**Question: Can I estimate by hand how much smearing disturbs the energy of an insulator?**

I have calculated zinc-blende CdS with seven ways of filling the electronic states, keeping the crystal the same. The column "energy less tightest" counts from the last row, fixed occupations.

GPAW 26.7.0 calculations for zinc-blende CdS in a fixed two-atom cell, using PBEsol with PAW data sets generated for that functional, a 600 eV plane-wave cutoff and an 8×8×8 k mesh, without spin polarisation or spin-orbit coupling. Energies are extrapolated to zero smearing and given relative to fixed occupations; gaps are taken on the k mesh.

| sweep value | energy less tightest (meV/atom) | pressure (GPa) | gap (eV) |
| --- | --- | --- | --- |
| fermi-dirac | 0.020 | -0.47750 | 0.985 |
| gaussian | 0.000 | -0.47820 | 0.985 |
| marzari-vanderbilt | 0.160 | -0.48490 | 0.000 |
| methfessel-paxton | 0.000 | -0.47880 | 0.985 |
| tetrahedron-method | 0.000 | -0.47820 | 0.985 |
| improved-tetrahedron-method | 0.000 | -0.47820 | 0.985 |
| fixed | 0.000 | -0.47820 | 0.985 |

Fermi-Dirac smearing shifts the energy a little, Gaussian smearing does not, and Marzari-Vanderbilt smearing even reports a zero gap. Is there a rule of thumb that would have told me the size of these shifts beforehand? And should I worry about that zero?

**Answer**

There is a usable rule for the first two functions. It rests on how many electrons the smearing lifts across the gap.

Start with the limit of a very small smearing width $w$. The valence bands are full, the conduction bands are empty, and the result is that of fixed occupations. For these two functions, a finite width matters only if the tail of the smearing function reaches from the Fermi level, somewhere in the gap, to a band edge. The shift therefore depends on the ratio of gap to width and on the shape of the tail.

**Counting the pairs**

A Fermi-Dirac tail falls exponentially. The number of electrons in the conduction band depends on the distance from the Fermi level up to that band, and the number of holes on the distance down to the valence band. The two numbers must be equal, because the crystal stays neutral. Multiply the two expressions and the position of the Fermi level drops out, leaving the gap $D$ alone:

$$n \approx \frac{2\sqrt{3}}{N}\,e^{-D/2w}$$

Here $n$ is the number of electron-hole pairs per cell and $N$ the number of mesh points. The factor 2 is for spin. The root comes from three valence states facing one conduction state at the band edge, the usual pattern in zinc-blende crystals with a direct gap when spin-orbit coupling is left out. I assume that one mesh point sits at that edge.

**Giving each pair a price**

Lifting an electron across the gap costs the energy $D$. The free energy nevertheless falls, by $2w$ per pair, because the entropy gained outweighs the cost. The table holds an extrapolated energy, which for Fermi-Dirac smearing is the mean of the two, so each pair adds $D/2-w$.

This averaging is designed for metals, where energy and free energy move by equal and opposite amounts and the errors cancel. In an insulator with a gap much wider than $w$, the energy rises by more than the free energy falls. A small positive shift remains, and that is the sign in the Fermi-Dirac row.

**First row: Fermi-Dirac**

Take $w=0.1$ eV, an assumed value because the width used in the runs is not printed, and the computed gap of 0.985 eV. The exponent is $0.985/0.2\approx4.9$, so the exponential is about 0.007.

With $N=8^3=512$, this gives $n\approx5\times10^{-5}$ pairs per cell. Each pair adds about 0.39 eV, and the cell has two atoms. The estimated shift is then 0.01 meV/atom, against 0.02 in the table.

**Second row: Gaussian**

A Gaussian tail falls with the square of the distance. With the Fermi level at mid-gap, the occupation at the band edge is about

$$\frac{e^{-x^2}}{2x\sqrt{\pi}},\qquad x=\frac{D}{2w}$$

For the same width this is of order $10^{-12}$, so the shift should vanish at any precision of practical interest. The table indeed shows 0.000 meV/atom. At equal nominal width, only the exponential tail still reaches the band edge.

**A second look through the pressure**

Pairs should also change the pressure. The gap of CdS narrows when the crystal expands, so each pair becomes cheaper in a larger cell and pushes outward. The Fermi-Dirac row does show a pressure slightly above that of fixed occupations.

Taking roughly 3 eV for the change of the gap per unit of $\ln V$, a recalled value, the pressure change corresponds to about $7\times10^{-5}$ pairs per cell. The energy shift, read backwards with the same assumed width, gives about $1\times10^{-4}$. The two numbers are similar, as the mechanism would require, but this is weak support. The Methfessel-Paxton row moves the pressure by nearly the same amount in the opposite direction, with almost no change in energy, and the rule does not explain that.

**How good is the rule?**

For Fermi-Dirac smearing the estimate is too low by a factor of about two, if the assumed width is the true one. Neither worked row was used to set a constant. The Gaussian row agrees, and the Methfessel-Paxton energy is also unchanged at the precision of the table, although I derived no tail for that function. The two tetrahedron rows are a weak test, because with full bands and a clear gap they must coincide with fixed occupations. The fixed row is the reference and tests nothing.

The width is the sensitive input. In the formula, doubling it to 0.2 eV raises the shift about ninefold, while halving it lowers the shift more than a hundredfold. Trust the order of magnitude, and then only if you know your width. For a neighbouring material, use the gap that the calculation itself gives, even where it is well below the measured one, because the smearing acts on the computed states. Each increase of the gap by $2w$ cuts the number of pairs by a factor of $e\approx2.7$.

The mesh sets another limit. The factor $1/N$ suits a coarse mesh, on which a single point dominates the tail. Neighbouring points add further electrons and holes, so leaving them out may account for part of the shortfall in the Fermi-Dirac row. On a dense mesh many points lie within $w$ of the edge, and their growing number offsets their smaller weights. The shift then settles at a finite value instead of falling as $1/N$.

**Where the rule fails**

The rule misses the Marzari-Vanderbilt row altogether. That energy shift is 0.16 meV/atom, about eight times the Fermi-Dirac one, and the pressure falls instead of rising. More pairs of the same kind would have raised it, so something else is happening.

The likely reason lies in the shape of the function. Its occupations do not fall steadily with energy and can exceed one. States somewhat below the Fermi level are then overfilled, and partly emptied states at the top of the valence band can make up for the excess. The Fermi level can then lie inside the band, and a gap measured from it comes out as zero. The occupations of the individual states would settle whether this happened here.

You need not read that zero as a metal, since the other six rows give 0.985 eV for the same crystal. The energy is hardly harmed, but the reported gap is useless. For an insulator like this one, fixed occupations avoid the problem, because full valence bands are the state you want to describe.

The printed output below sets the rule beside the calculation, with the estimate entered as zero for every row except Fermi-Dirac.

Printed output of the fit:

```
half gap over assumed width 0.1 eV: 4.925
Fermi-Dirac tail at the band edge, mid-gap level: 0.007263
Gaussian tail at the band edge, mid-gap level: 1.675e-12
estimated electron-hole pairs per cell, Fermi-Dirac: 4.914e-05
estimated energy shift without entropy, Fermi-Dirac (meV/atom): 0.0242
estimated free-energy shift, Fermi-Dirac (meV/atom): -0.004914
estimated extrapolated-energy shift, Fermi-Dirac (meV/atom): 0.009643
computed extrapolated-energy shift, Fermi-Dirac (meV/atom): 0.0208
computed over estimated shift, Fermi-Dirac: 2.157
rough upper size of the Gaussian shift (meV/atom): 5.58e-12
estimated Fermi-Dirac shift if the width were 0.05 eV (meV/atom): 7.896e-05
estimated Fermi-Dirac shift if the width were 0.20 eV (meV/atom): 0.08433
width at which the crude rule would meet the computed shift (eV): 0.12
pairs per cell read back from the energy shift: 0.000106
pairs per cell read back from the pressure change: 6.813e-05
Marzari-Vanderbilt energy shift over Fermi-Dirac shift: 7.596
rule against calculation:
                          row  estimated shift meV/atom  computed shift meV/atom  miss meV/atom  pressure change GPa
                  fermi-dirac                  0.009643                   0.0208       -0.01116              0.00066
                     gaussian                         0                        0              0                    0
           marzari-vanderbilt                         0                    0.158         -0.158             -0.00673
            methfessel-paxton                         0                  -0.0005         0.0005             -0.00062
           tetrahedron-method                         0                        0              0                    0
  improved-tetrahedron-method                         0                        0              0                    0
                        fixed                         0                        0              0                    0
```
